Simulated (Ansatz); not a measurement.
# As (R-3m) in Ansatz: single point with PBE0

Aim: the single point of As with PBE0.

Program: Ansatz 0.2.0. These are calculated values, not measurements. Logs are shortened: lines on timing, memory, paths and dates and some standing lists are left out, and cuts for length are marked.

## 1. Starting point

The structure is trigonal, space group R-3m (No. 166). The conventional cell has a = 3.762 Å, b = 3.762 Å, c = 10.542 Å, α = 90.00°, β = 90.00°, γ = 120.00°. Around As (site symmetry 3m) lie 3 As at 2.51 Å.

## 2. Single point, PBE0

File input:

```
crystal:
  lattice:
    - [1.8807968987, 1.0858785957, 3.5140619945]
    - [-1.8807968987, 1.0858785957, 3.5140619945]
    - [0.0, -2.1717571915, 3.5140619945]
  atoms:
    - { symbol: As, position: [0.226, 0.226, 0.226] }
    - { symbol: As, position: [0.774, 0.774, 0.774] }
hamiltonian:
  xc: pbe0
  pseudopotentials: { kind: paw }
kpoints:
  mp_grid: { grid: [6, 6, 6] }
scf:
  occupations: { method: fermi_dirac, width: 0.05 }
output:
  forces: true
  stress: true
  eigenvalues: true
```

Potentials or basis: Ansatz PAW.

The log of the run:

```text
Warning: output.stress: scf.convergence.dr2_threshold = 1e-7 eV (the SCF's general default) is looser than the 2e-10 eV advised for a printed stress (1e-10 eV for each atom of the cell: 2). What an SCF threshold leaves in a stress goes as its square root, and in the free energy as the threshold itself, and one threshold admits the most on a small cell: of the crystals measured, under no hybrid functional and no lock of the moments, on runs that ended without the residual-converged pass, on stresses that held no estimate of that error, the worst erred by over 100 MPa in a component at 1e-7 eV an atom and by under 5 at 1e-10. Set scf.convergence.dr2_threshold to 2e-10 eV or tighter. The threshold is an SCF's pass mark: one that does not reach it within its budget of iterations ends unconverged, or closes short of it on a stop that the run arms, and scf.convergence.dr2_threshold's page says what that costs each kind of run
Warning: output.stress: scf.exx.energy_threshold = 1e-6 eV is looser than the 2e-8 eV advised for a stress under a hybrid functional (1e-8 eV for each atom of the cell: 2). Every SCF of the exchange loop can meet its threshold on dr2 while the loop round them stops early: no threshold on dr2 bounds what that leaves in the stress. Set scf.exx.energy_threshold to 2e-8 eV or tighter. The threshold is the loop's pass mark: a loop that does not reach it within its budget of cycles ends unconverged, and scf.exx.energy_threshold's page has the law
GPUs: using 1 of 1 available (devices: 1).
Engine: ansatz 0.2.0, x86_64-unknown-linux-gnu
Pseudopotentials: kind: paw
Pseudopotential: As, paw, valence charge 15, recommended cutoff 420 eV (normal), As.paw.azcp
Functional definition: PBE0
  parameter a = 0.25
  parameter kappa = 0.804
  parameter beta = 0.06672455060314922
  exchange = (1 - a)*pbe_x(kappa = kappa, mu = beta*pi^2/3) + a*exact_x
  correlation = pbe_c(beta = beta)
device memory: the entry about to start is reckoned to put 0.6 GiB on a device that reports 30.3 GiB free (of which the cap on the GPU budget leaves the run 18.0 GiB)
GPU FFT provider: cuFFT
GPU libraries: cuBLAS 13.8.2, cuFFT 12.4.0, cuSOLVER 12.3.4
Crystal: 2 atoms, lattice volume = 43.061 Å³
Basis set: ecut = 420 eV, 845 PW (Γ), exchange–correlation on 60×60×60 points (8 copies of the dense FFT grid, shifted against one another)
Bands: 19, of which v1, the nominal top of the filled ones, is band 15 counted from 1 (14 counted from 0)
Symmetry: 12 space group operations
Space group: R-3m (ITA 166), of the structure as read, at distance tolerance 3.5e-5 Å
k-points: 32 of 216
Non-local potential: As, projectors of the file, l = 0: 2, l = 1: 2, l = 2: 3, l = 3: 1
PAW form: soft (Blöchl's): semilocal exchange-correlation on the pseudo side does not see the compensation charge
PAW frozen core: As, regenerated for the run's functional, and the local potential with it (the file was generated under x = pbe(κ = 0.804, μ = 0.2195149727645171), c = pbe(β = 0.06672455060314922))
PAW one-centre angular grid: As, 590 points (default); XC on 64 Gauss nodes
Initial density: superposition of atomic densities (neutral atoms: chi_scale 0, normalization atom), corrected by the library's trained network
Initial wavefunctions: pseudopotential atomic-orbital guess
GPU buffer pool allocated for 27000 grid points (all kernels)
GPU transforms: local potential and band sums: pruned to the plane-wave sphere, on 27×27×27
Functional: x = pbe(κ = 0.804, μ = 0.2195149727645171), c = pbe(β = 0.06672455060314922), warm-up for x = 0.75 pbe(κ = 0.804, μ = 0.2195149727645171) + 0.25 exact, c = pbe(β = 0.06672455060314922)
SCF iter   1: F=—  HF=-9712.288178 eV  |F-HF|=—  |Δ(HF+E_count)|=         —  Δρ=1.40e-3  dr2=4.12e-4  ethr=1.77e-3  ⟨swp⟩=6.8  Hψ=2342  notcnv=0
preconditioner: auto → none  [insulator: Δε(μ)=0.379 eV  Ē_g=10.274 eV  σ=0.050 eV  W_gap=0.50  n_scr=14 (ndim 8)  ℏωp=17.9 eV  f_vac=0.007  D(μ)=0.28/eV (n_scr^D=0)]
SCF iter   2: F=—  HF=-9712.288664 eV  |F-HF|=—  |Δ(HF+E_count)|=   4.86e-4  Δρ=6.58e-4  dr2=7.98e-5  ethr=1.37e-6  ⟨swp⟩=4.0  Hψ=1913  notcnv=0
iter 3 solved again at ethr=1.88e-8 eV; its pass at ethr=2.66e-7 eV (dr2=5.64e-6 eV) is discarded
SCF iter   3: F=—  HF=-9712.288820 eV  |F-HF|=—  |Δ(HF+E_count)|=   1.57e-4  Δρ=1.86e-4  dr2=5.68e-6  ethr=1.88e-8  ⟨swp⟩=2.0  Hψ=2358  notcnv=0
SCF iter   4: F=—  HF=-9712.288838 eV  |F-HF|=—  |Δ(HF+E_count)|=   1.75e-5  Δρ=2.50e-5  dr2=1.22e-7  ethr=1.88e-8  ⟨swp⟩=3.0  Hψ=1254  notcnv=0
SCF iter   5: F=—  HF=-9712.288838 eV  |F-HF|=—  |Δ(HF+E_count)|=   5.43e-7  Δρ=6.78e-6  dr2=1.15e-8  ethr=4.08e-10  ⟨swp⟩=3.6  Hψ=1599  notcnv=0
SCF iter   6: F=-9712.288838 eV  HF=-9712.288838 eV  |F-HF|=4.00e-11  |Δ(HF+E_count)|=   3.55e-8  Δρ=6.59e-7  dr2=2.10e-10  ethr=3.83e-11  ⟨swp⟩=3.1  Hψ=1256  notcnv=0
SCF 1 converged in 6 iterations: F = -9712.288838 eV  dr2 = 2.10e-10
device memory: the entry about to start is reckoned to put 1.2 GiB on a device that reports 30.0 GiB free (of which the cap on the GPU budget leaves the run 18.0 GiB)
GPU FFT provider: cuFFT
GPU libraries: cuBLAS 13.8.2, cuFFT 12.4.0, cuSOLVER 12.3.4
Initial density: handed on by an earlier stage of this run
Initial wavefunctions: those handed on with the density
GPU buffer pool allocated for 27000 grid points (all kernels)
GPU transforms: local potential and band sums: pruned to the plane-wave sphere, on 27×27×27
Functional: x = 0.75 pbe(κ = 0.804, μ = 0.2195149727645171) + 0.25 exact, c = pbe(β = 0.06672455060314922)
Exchange kernel: α = 0.2500, full range, Wigner–Seitz truncation, v(0) = 15312.7624 eV·Å³, q-mesh 6×6×6, nearest image of the exchange supercell L = 22.57 Å, pair-density grid 15×15×15, without the augmentation charges, whose exchange is taken in its separable form by FFT convolution over the k-point mesh (sized by the pseudopotential files, 24×24×24 at the most), smooth part of the exact exchange by density-matrix convolution in up to 2.51 GiB of GPU memory as planned if the GPU has room (build and FFT work areas not counted)
Frozen-core exchange: fock
iter 1 solved again at ethr=1.71e-5 eV; its pass at ethr=1.00e-1 eV (dr2=5.12e-3 eV) is discarded
SCF iter   1: F=—  HF=-9714.375150 eV  |F-HF|=—  |Δ(HF+E_count)|=         —  Δρ=6.51e-3  dr2=8.66e-3  ethr=1.71e-5  ⟨swp⟩=4.3  Hψ=3486  notcnv=0
preconditioner: auto → none  [insulator: Δε(μ)=0.863 eV  Ē_g=12.311 eV  σ=0.050 eV  W_gap=0.50  n_scr=14 (ndim 8)  ℏωp=17.9 eV  f_vac=0.006  D(μ)=0.28/eV (n_scr^D=0)]
SCF iter   2: F=—  HF=-9714.363772 eV  |F-HF|=—  |Δ(HF+E_count)|=   1.14e-2  Δρ=2.69e-3  dr2=2.90e-3  ethr=1.71e-5  ⟨swp⟩=3.1  Hψ=1820  notcnv=0
SCF iter   3: F=—  HF=-9714.363422 eV  |F-HF|=—  |Δ(HF+E_count)|=   3.50e-4  Δρ=9.87e-4  dr2=1.81e-3  ethr=3.99e-6  ⟨swp⟩=2.0  Hψ=1090  notcnv=0
[... 21 lines left out ...]
GPU libraries: cuBLAS 13.8.2, cuFFT 12.4.0, cuSOLVER 12.3.4
GPU buffer pool allocated for 27000 grid points (all kernels)
GPU transforms: local potential and band sums: pruned to the plane-wave sphere, on 27×27×27
Exchange kernel: α = 0.2500, full range, Wigner–Seitz truncation, v(0) = 15312.7624 eV·Å³, q-mesh 6×6×6, nearest image of the exchange supercell L = 22.57 Å, pair-density grid 15×15×15, without the augmentation charges, whose exchange is taken in its separable form by FFT convolution over the k-point mesh (sized by the pseudopotential files, 24×24×24 at the most), smooth part of the exact exchange by density-matrix convolution in up to 2.51 GiB of GPU memory as planned if the GPU has room (build and FFT work areas not counted)
Frozen-core exchange: fock
SCF iter   1: F=—  HF=-9714.374400 eV  |F-HF|=—  |Δ(HF+E_count)|=         —  Δρ=6.96e-5  dr2=1.42e-5  ethr=1.24e-6  ⟨swp⟩=2.6  Hψ=1238  notcnv=0
preconditioner: auto → none  [insulator: Δε(μ)=0.918 eV  Ē_g=12.330 eV  σ=0.050 eV  W_gap=0.50  n_scr=14 (ndim 8)  ℏωp=17.9 eV  f_vac=0.006  D(μ)=0.28/eV (n_scr^D=0)]
SCF iter   2: F=—  HF=-9714.374400 eV  |F-HF|=—  |Δ(HF+E_count)|=   3.06e-7  Δρ=1.87e-5  dr2=1.23e-5  ethr=6.39e-9  ⟨swp⟩=4.0  Hψ=1713  notcnv=0
SCF iter   3: F=—  HF=-9714.374736 eV  |F-HF|=—  |Δ(HF+E_count)|=   3.36e-4  Δρ=2.52e-5  dr2=3.93e-7  ethr=2.99e-10  ⟨swp⟩=4.2  Hψ=2293  notcnv=0
SCF iter   4: F=—  HF=-9714.374736 eV  |F-HF|=—  |Δ(HF+E_count)|=   7.16e-8  Δρ=9.82e-6  dr2=2.01e-7  ethr=2.99e-10  ⟨swp⟩=3.0  Hψ=1249  notcnv=0
SCF iter   5: F=—  HF=-9714.374736 eV  |F-HF|=—  |Δ(HF+E_count)|=   5.88e-9  Δρ=4.35e-6  dr2=1.81e-7  ethr=8.34e-11  ⟨swp⟩=2.4  Hψ=1121  notcnv=0
SCF iter   6: F=—  HF=-9714.374737 eV  |F-HF|=—  |Δ(HF+E_count)|=   9.13e-7  Δρ=7.27e-6  dr2=3.44e-8  ethr=1.49e-11  ⟨swp⟩=4.2  Hψ=1876  notcnv=0
SCF iter   7: F=—  HF=-9714.374737 eV  |F-HF|=—  |Δ(HF+E_count)|=   6.57e-9  Δρ=9.55e-7  dr2=1.41e-8  ethr=1.49e-11  ⟨swp⟩=3.1  Hψ=1256  notcnv=0
Mixer restart at iter 7: flushing history
SCF iter   8: F=—  HF=-9714.374737 eV  |F-HF|=—  |Δ(HF+E_count)|=   5.28e-8  Δρ=2.27e-6  dr2=3.53e-9  ethr=1.00e-12  ⟨swp⟩=4.6  Hψ=1797  notcnv=0
SCF iter   9: F=—  HF=-9714.374737 eV  |F-HF|=—  |Δ(HF+E_count)|=   3.76e-9  Δρ=7.98e-7  dr2=4.47e-10  ethr=1.00e-12  ⟨swp⟩=4.0  Hψ=1653  notcnv=0
SCF iter  10: F=-9714.374737 eV  HF=-9714.374737 eV  |F-HF|=3.46e-11  |Δ(HF+E_count)|=  3.93e-10  Δρ=2.62e-7  dr2=5.83e-11  ethr=1.00e-12  ⟨swp⟩=3.1  Hψ=1196  notcnv=0
SCF 4 converged in 10 iterations: F = -9714.374737 eV  dr2 = 5.83e-11
  Residual-converged pass: ⟨swp⟩=3.0  Hψ=1514  notcnv=0  max |occ|·‖R‖ = 2.2e-7 eV (tolerance 2.7e-7 eV)  dr2=5.97e-11  dr2_onsite=2.34e-12  max |Δocc| = 1.8e-14
hybrid outer 3: dexx = +3.318e-6 eV, tail = 3.36e-8 eV, Δε = 4.25e-3 eV (about 1.94e-4 eV left of the loop's levels), ΔF = 2.18e-3 eV/Å (tail 1.06e-3)
GPU FFT provider: cuFFT
GPU libraries: cuBLAS 13.8.2, cuFFT 12.4.0, cuSOLVER 12.3.4
GPU buffer pool allocated for 27000 grid points (all kernels)
GPU transforms: local potential and band sums: pruned to the plane-wave sphere, on 27×27×27
Exchange kernel: α = 0.2500, full range, Wigner–Seitz truncation, v(0) = 15312.7624 eV·Å³, q-mesh 6×6×6, nearest image of the exchange supercell L = 22.57 Å, pair-density grid 15×15×15, without the augmentation charges, whose exchange is taken in its separable form by FFT convolution over the k-point mesh (sized by the pseudopotential files, 24×24×24 at the most), smooth part of the exact exchange by density-matrix convolution in up to 2.51 GiB of GPU memory as planned if the GPU has room (build and FFT work areas not counted)
Frozen-core exchange: fock
SCF iter   1: F=—  HF=-9714.374737 eV  |F-HF|=—  |Δ(HF+E_count)|=         —  Δρ=4.94e-7  dr2=1.09e-10  ethr=5.59e-10  ⟨swp⟩=3.4  Hψ=1264  notcnv=0
preconditioner: auto → none  [insulator: Δε(μ)=0.921 eV  Ē_g=12.331 eV  σ=0.050 eV  W_gap=0.50  n_scr=14 (ndim 8)  ℏωp=17.9 eV  f_vac=0.006  D(μ)=0.28/eV (n_scr^D=0)]
SCF iter   2: F=-9714.374737 eV  HF=-9714.374737 eV  |F-HF|=3.64e-12  |Δ(HF+E_count)|=  7.64e-10  Δρ=4.14e-7  dr2=3.81e-11  ethr=1.00e-12  ⟨swp⟩=4.0  Hψ=1918  notcnv=0
SCF 5 converged in 2 iterations: F = -9714.374737 eV  dr2 = 3.81e-11
  Residual-converged pass: ⟨swp⟩=2.1  Hψ=1030  notcnv=0  max |occ|·‖R‖ = 2.6e-7 eV (tolerance 2.7e-7 eV)  dr2=3.82e-11  dr2_onsite=1.24e-11  max |Δocc| = 2.7e-15
hybrid outer 4: dexx = +3.895e-10 eV, tail = 1.06e-10 eV, Δε = 3.71e-5 eV (about 5.87e-6 eV left of the loop's levels), ΔF = 2.96e-4 eV/Å (tail 1.07e-4)
hybrid SCF converged: 4 outer / 22 inner (+6 warm-up), last move |dexx| = 3.89e-10 eV, tail = 1.06e-10 eV
Stability not checked: this state was not tested for a lower state beside it, because the functional holds exact exchange (a hybrid, or Hartree-Fock), whose exchange loop this test does not read (fock_operator; see scf.lower_state_search)
Free energy (F): -9714.374737 eV
Frozen-core exchange: fock
Harris-Foulkes:  -9714.374737 eV  (|F-HF|=3.64e-12)
Internal energy: -9714.372752 eV  (E = F + TS)
E sigma→0 (E₀):  -9714.373744 eV
Entropy (-TS):   -0.001985 eV (-0.992 meV/atom)
Fermi energy:    10.697119 eV
--- Per-component energies (eV) ---
  E_band       = -566.719398
  E_kinetic    = 203.240241
  E_local      = -3343.876905  (includes V_loc(G=0)·N_el)
  E_nonlocal   = -1342.081209
  E_hartree    = 1853.517293
  E_xc         = -122.168731
  E_vxc        = -122.394391  (∫ρ·V_xc dr)
  E_exx        = -134.410791  (= α·E_x^exact, valence–valence)
  E_paw        = -3570.608323  (= ΣΔE_a)
  E_vpaw       = 600.179893  (= ΣTr[D̂ρ^β])
  E_aug_tail   = 0.000016  (compensation charges beyond the density's cutoff)
  E_ewald      = -3256.407433
  E_core_change = -1.576910  (= ΣΔE_core)
  E_smearing   = -0.001985  (= −TS)
  E_closure    = 0.000000  (closes the sum)
  Σ components = -9714.374737   (vs F -9714.374737, Δ=-1.82e-12)
--- Forces (eV/Å), atoms counted from 1 ---
  atom   1  As     0.00000000    -0.00000000     0.00623113
  atom   2  As    -0.00000000     0.00000000    -0.00623113
  max |Σ_I F_I| component: 2.89e-19 eV/Å
--- Stress (GPa, compression-positive) ---
        0.640683       0.000000      -0.000000
        0.000000       0.640683      -0.000000
       -0.000000      -0.000000       1.039047
  P = ⅓ Tr σ = 0.7735 GPa (7.735 kbar)
--- Band table (eV; the first three rows and the last of 32) ---
  k-point 0: bands = ["-29.9050", "-29.9050", "-29.8562", "-29.8562", "-29.8142", "-29.7810", "-29.7810", "-29.7631", "-29.7400", "-29.7400", "-6.5717", "3.9488", "7.3759", "7.9127", "7.9127", "12.9796", "14.4560", "14.4560", "18.5327"]
  k-point 1: bands = ["-29.9025", "-29.8970", "-29.8531", "-29.8499", "-29.8130", "-29.7851", "-29.7811", "-29.7709", "-29.7443", "-29.7437", "-6.1601", "2.5352", "7.2508", "7.6246", "8.1788", "13.1628", "13.9768", "14.1120", "17.1872"]
  k-point 2: bands = ["-29.8967", "-29.8772", "-29.8448", "-29.8340", "-29.8102", "-29.7963", "-29.7940", "-29.7794", "-29.7536", "-29.7521", "-4.9590", "-0.1447", "7.0068", "7.1649", "9.1226", "11.7370", "12.5553", "13.1684", "18.4167"]
  k-point 31: bands = ["-29.8936", "-29.8936", "-29.8517", "-29.8517", "-29.8096", "-29.7830", "-29.7830", "-29.7669", "-29.7535", "-29.7535", "-5.1465", "-0.9463", "8.2067", "8.2067", "10.0871", "11.9714", "11.9714", "12.9259", "19.7570"]
```

Wall time 22 s (1 × NVIDIA H100 80GB HBM3 with 2 threads of AMD EPYC 7R13 (Zen 3), shared host); peak memory 2 GiB.

Results:

| Item | Value |
| --- | --- |
| Free energy | -9714.3747 eV |
| Pressure | 0.8 GPa |
| Largest force | 0.006 eV/Å |
| Band gap on the k mesh | none (metal or under the smearing width) |

Forces in eV/Å, atoms in the order of the input:
```
As   0.000  0.000  0.006
As   0.000  0.000 -0.006
```

Stress tensor (GPa, compression positive):
```
0.64 0.00 0.00
0.00 0.64 0.00
0.00 0.00 1.04
```

Caveat: the PAW data sets come from PBE, with cores solved anew for the run's functional, which leaves a small shift of forces and pressure; the thresholds are loose for stress.
